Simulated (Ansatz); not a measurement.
**P, bcc: how the functional moves the structure**

All rows: Ansatz, plane waves with scalar-relativistic PAW, 420 eV (500 eV for the SCAN forms), relaxed under each functional, no dispersion correction, no zero-point motion. B₀ comes from uniform scaling at fixed shape; a dash is a value not given.

```csv
functional,V (Å³/atom),cell,B₀ (GPa),magnetic state,ΔE to black phosphorus (meV/atom)
PBE,14.23,a = 3.053 Å,97,spin not included,679
r²SCAN,14.35,a = 3.061 Å,95,spin not included,905
PBEsol,13.69,a = 3.014 Å,108,spin not included,528
LDA,13.59,a = 3.007 Å,109,spin not included,540
revPBE,14.37,a = 3.063 Å,94,spin not included,753
RPBE,14.42,a = 3.067 Å,93,spin not included,780
```

Task: What does BLYP give?

Result: V (Å³/atom): 16.28; cell: a = 3.193 Å; B₀ (GPa): 69; magnetic state: spin not included; ΔE to black phosphorus (meV/atom): 1034.
